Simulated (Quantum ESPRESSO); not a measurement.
# Sb (R-3m) in Quantum ESPRESSO: single point with LDA

Aim: the single point of Sb with LDA.

Everything below comes from runs of Quantum ESPRESSO 7.5. Logs are shortened: lines on timing, memory, paths and dates and some standing lists are left out, and cuts for length are marked.

### 1 The cell of the first run

The structure is trigonal, space group R-3m (No. 166). The conventional cell has a = 4.365 Å, b = 4.365 Å, c = 11.422 Å, α = 90.00°, β = 90.00°, γ = 120.00°. Around Sb (site symmetry 3m) lie 3 Sb at 2.95 Å.

### 2 Single point, LDA (volume scaled by 1.04)

Input file scf.in:

```
&CONTROL
  calculation = 'scf'
  prefix = 'pwscf'
  outdir = './tmp'
  pseudo_dir = './pseudo'
/
&SYSTEM
  ibrav = 0
  nat = 2
  ntyp = 1
  ecutwfc = 84
  nbnd = 22
  occupations = 'smearing'
  smearing = 'fd'
  degauss = 0.00367493
  force_symmorphic = .true.
/
&ELECTRONS
  conv_thr = 4d-10
  electron_maxstep = 120
  mixing_beta = 0.5
/
ATOMIC_SPECIES
Sb   121.7600 Sb.upf
CELL_PARAMETERS angstrom
   2.1825479877    1.2600946682    3.8074530396
  -2.1825479877    1.2600946682    3.8074530396
   0.0000000000   -2.5201893365    3.8074530396
ATOMIC_POSITIONS crystal
Sb     0.7665100000    0.7665100000    0.7665100000
Sb     0.2334900000    0.2334900000    0.2334900000
K_POINTS automatic
3 3 3 0 0 0
```

Input file nscf.in:

```
&CONTROL
  calculation = 'nscf'
  prefix = 'pwscf'
  outdir = './tmp'
  pseudo_dir = './pseudo'
/
&SYSTEM
  ibrav = 0
  nat = 2
  ntyp = 1
  ecutwfc = 84
  nbnd = 135
  occupations = 'fixed'
  force_symmorphic = .true.
/
&ELECTRONS
  conv_thr = 1d-08
  diago_full_acc = .true.
  diago_thr_init = 1d-06
/
ATOMIC_SPECIES
Sb   121.7600 Sb.upf
CELL_PARAMETERS angstrom
   2.1825479877    1.2600946682    3.8074530396
  -2.1825479877    1.2600946682    3.8074530396
   0.0000000000   -2.5201893365    3.8074530396
ATOMIC_POSITIONS crystal
Sb     0.7665100000    0.7665100000    0.7665100000
Sb     0.2334900000    0.2334900000    0.2334900000
K_POINTS automatic
3 3 3 0 0 0
```

Potentials or basis: PseudoDojo 0.4.1 SR LDA standard.

Run with:

```
$ OMP_NUM_THREADS=1 pw.x -in scf.in > scf.out
$ OMP_NUM_THREADS=1 pw.x -in nscf.in > nscf.out
```

scf.out:

```text
This program is part of the open-source Quantum ESPRESSO suite
     for quantum simulation of materials; please cite
         "P. Giannozzi et al., J. Phys.:Condens. Matter 21 395502 (2009);
         "P. Giannozzi et al., J. Phys.:Condens. Matter 29 465901 (2017);
         "P. Giannozzi et al., J. Chem. Phys. 152 154105 (2020);
     in publications or presentations arising from this work. More details at

     Message from routine setup:
     using ibrav=0 with symmetry is DISCOURAGED, use correct ibrav instead

     G-vector sticks info
     --------------------
     sticks:   dense  smooth     PW     G-vecs:    dense   smooth      PW
     Sum        1677    1677    475                44021    44021    6701

     Using Slab Decomposition

     bravais-lattice index     =            0
     lattice parameter (alat)  =       8.6284  a.u.
     unit-cell volume          =     423.9839 (a.u.)^3
     number of atoms/cell      =            2
     number of atomic types    =            1
     number of electrons       =        30.00
     number of Kohn-Sham states=           22
     kinetic-energy cutoff     =      84.0000  Ry
     charge density cutoff     =     336.0000  Ry
     scf convergence threshold =      4.0E-10
     mixing beta               =       0.5000
     number of iterations used =            8  plain     mixing
     Exchange-correlation= SLA  PW   NOGX NOGC
                           (   1   4   0   0   0   0   0)

     celldm(1)=   8.628427  celldm(2)=   0.000000  celldm(3)=   0.000000
     celldm(4)=   0.000000  celldm(5)=   0.000000  celldm(6)=   0.000000

     crystal axes: (cart. coord. in units of alat)
               a(1) = (   0.478003   0.275975   0.833877 )
               a(2) = (  -0.478003   0.275975   0.833877 )
               a(3) = (   0.000000  -0.551951   0.833877 )

     reciprocal axes: (cart. coord. in units 2 pi/alat)
               b(1) = (  1.046018  0.603918  0.399739 )
               b(2) = ( -1.046018  0.603918  0.399739 )
               b(3) = (  0.000000 -1.207837  0.399739 )

     PseudoPot. # 1 for Sb read from file:
     Sb.upf
     Pseudo is Norm-conserving + core correction, Zval = 15.0
     Generated using ONCVPSP code by D. R. Hamann
     Using radial grid of 1416 points,  6 beta functions with:
                l(1) =   0
                l(2) =   0
                l(3) =   1
                l(4) =   1
                l(5) =   2
                l(6) =   2

     atomic species   valence    mass     pseudopotential
     Sb               15.00   121.76000     Sb( 1.00)

     12 Sym. Ops., with inversion, found

   Cartesian axes

     site n.     atom                  positions (alat units)
         1        Sb     tau(   1) = (   0.0000000  -0.0000000   1.9175243  )
         2        Sb     tau(   2) = (   0.0000000  -0.0000000   0.5841056  )

     number of k points=     6  Fermi-Dirac smearing, width (Ry)=  0.0037
                       cart. coord. in units 2pi/alat
        k(    1) = (   0.0000000   0.0000000   0.0000000), wk =   0.0740741
        k(    2) = (   0.0000000  -0.4026123   0.1332465), wk =   0.4444444
        k(    3) = (  -0.3486725  -0.2013062   0.2664929), wk =   0.4444444
        k(    4) = (  -0.3486725   0.6039185   0.0000000), wk =   0.4444444
        k(    5) = (   0.0000000  -0.0000000   0.3997394), wk =   0.1481481
        k(    6) = (   0.0000000   0.8052247   0.1332465), wk =   0.4444444

     Dense  grid:    44021 G-vectors     FFT dimensions: (  54,  54,  54)

     Initial potential from superposition of free atoms

     starting charge      29.9991, renormalised to      30.0000
     Starting wfcs are   18 randomized atomic wfcs +    4 random wfcs

     Self-consistent Calculation

     iteration #  1     ecut=    84.00 Ry     beta= 0.50
     Davidson diagonalization with overlap
     ethr =  1.00E-02,  avg # of iterations =  5.5

     Threshold (ethr) on eigenvalues was too large:
     Diagonalizing with lowered threshold

     Davidson diagonalization with overlap
     ethr =  2.72E-05,  avg # of iterations =  8.7

     total energy              =    -362.96269973 Ry
     estimated scf accuracy    <       0.00836372 Ry

     iteration #  2     ecut=    84.00 Ry     beta= 0.50
     Davidson diagonalization with overlap
     ethr =  2.79E-05,  avg # of iterations =  1.2

     total energy              =    -362.96266135 Ry
     estimated scf accuracy    <       0.00153077 Ry

     iteration #  3     ecut=    84.00 Ry     beta= 0.50
     Davidson diagonalization with overlap
     ethr =  5.10E-06,  avg # of iterations =  1.5

     total energy              =    -362.96273031 Ry
     estimated scf accuracy    <       0.00004618 Ry

     iteration #  4     ecut=    84.00 Ry     beta= 0.50
     Davidson diagonalization with overlap
     ethr =  1.54E-07,  avg # of iterations =  4.5

     total energy              =    -362.96274270 Ry
     estimated scf accuracy    <       0.00000568 Ry

     iteration #  5     ecut=    84.00 Ry     beta= 0.50
     Davidson diagonalization with overlap
     ethr =  1.89E-08,  avg # of iterations =  2.3

     total energy              =    -362.96274353 Ry
     estimated scf accuracy    <       0.00000013 Ry

     iteration #  6     ecut=    84.00 Ry     beta= 0.50
     Davidson diagonalization with overlap
     ethr =  4.44E-10,  avg # of iterations =  3.8

     total energy              =    -362.96274357 Ry
     estimated scf accuracy    <       0.00000001 Ry

     iteration #  7     ecut=    84.00 Ry     beta= 0.50
     Davidson diagonalization with overlap
     ethr =  4.00E-11,  avg # of iterations =  3.5

     total energy              =    -362.96274357 Ry
     estimated scf accuracy    <          6.6E-10 Ry

     iteration #  8     ecut=    84.00 Ry     beta= 0.50
     Davidson diagonalization with overlap
     ethr =  2.20E-12,  avg # of iterations =  2.7

     End of self-consistent calculation

          k = 0.0000 0.0000 0.0000 (  5469 PWs)   bands (ev):

   -19.6454 -19.6454 -19.5659 -19.5659 -19.5486 -19.4665 -19.4665 -19.4653
   -19.3944 -19.3944  -2.8513   4.4124   7.6340   7.9073   7.9073  11.7000
    12.2299  12.2299  14.8291  14.8291  14.8810  16.3627

          k = 0.0000-0.4026 0.1332 (  5521 PWs)   bands (ev):

   -19.6133 -19.5940 -19.5527 -19.5379 -19.5247 -19.4950 -19.4902 -19.4759
   -19.4430 -19.4279  -1.7028   1.5698   7.7550   7.7995   8.7136  10.2401
    10.3473  10.5466  15.3133  16.1720  16.7605  19.9811

          k =-0.3487-0.2013 0.2665 (  5520 PWs)   bands (ev):

   -19.6410 -19.5730 -19.5645 -19.5317 -19.5224 -19.4951 -19.4938 -19.4740
   -19.4606 -19.3967  -1.4777   2.1761   5.6238   6.4823   6.6187  11.5799
    13.4136  13.6679  14.3147  17.6705  18.0449  18.8496

          k =-0.3487 0.6039 0.0000 (  5526 PWs)   bands (ev):

   -19.6197 -19.5534 -19.5338 -19.5313 -19.5307 -19.5115 -19.4938 -19.4832
   -19.4717 -19.4222   0.0292   0.1776   4.8028   6.9247   7.1090  11.6815
    11.9340  14.7645  14.8603  16.1905  17.5787  19.8064

          k = 0.0000-0.0000 0.3997 (  5499 PWs)   bands (ev):

   -19.6148 -19.6148 -19.5544 -19.5544 -19.5365 -19.4762 -19.4755 -19.4755
   -19.4271 -19.4271  -1.9553   1.6545   8.1841   8.1841   8.8699  10.3412
    10.3412  10.8694  15.2656  16.5830  16.5830  19.9104

          k = 0.0000 0.8052 0.1332 (  5513 PWs)   bands (ev):

   -19.6111 -19.5891 -19.5534 -19.5343 -19.5222 -19.4937 -19.4915 -19.4747
   -19.4526 -19.4297  -0.6319   0.7986   4.7669   6.9601   7.5340  11.7912
    11.9058  14.6773  14.7986  16.5500  17.4560  19.6159

     the Fermi energy is     9.5259 ev

!    total energy              =    -362.96274357 Ry
     estimated scf accuracy    <          3.8E-11 Ry
     smearing contrib. (-TS)   =      -0.00000004 Ry
     internal energy E=F+TS    =    -362.96274354 Ry

     The total energy is F=E-TS. E is the sum of the following terms:
     one-electron contribution =    -150.79002597 Ry
     hartree contribution      =      90.27112614 Ry
     xc contribution           =     -89.53660583 Ry
     ewald contribution        =    -212.90723787 Ry

     convergence has been achieved in   8 iterations

=------------------------------------------------------------------------------=
   JOB DONE.
=------------------------------------------------------------------------------=
```

Wall time 57 s (1 thread of Arm Neoverse V2, shared host); peak memory 0.1 GiB.

Results:

```yaml
Band_gap_on_the_k_mesh_mean-field_level: 1.37 eV, indirect (least direct gap 1.47 eV)
```

Levels at points of the mesh, in eV from the valence-band top:
| k point | band 12 | band 13 | band 14 | band 15 | band 16 | band 17 | band 18 | band 19 |
| --- | --- | --- | --- | --- | --- | --- | --- | --- |
| (0.00, 0.00, 0.00) | -4.46 | -1.24 | -0.96 | -0.96 | 2.83 | 3.36 | 3.36 | 5.96 |

Caveat: the k mesh is coarse (spacing up to 0.58 Å⁻¹), so the values aren't converged; a mesh with odd counts misses the zone's faces, so its gaps can be larger than the crystal's; spin-orbit coupling is left out, which moves the levels of the heavy elements; an odd mesh through Γ misses points on the zone boundary, where band edges often lie.
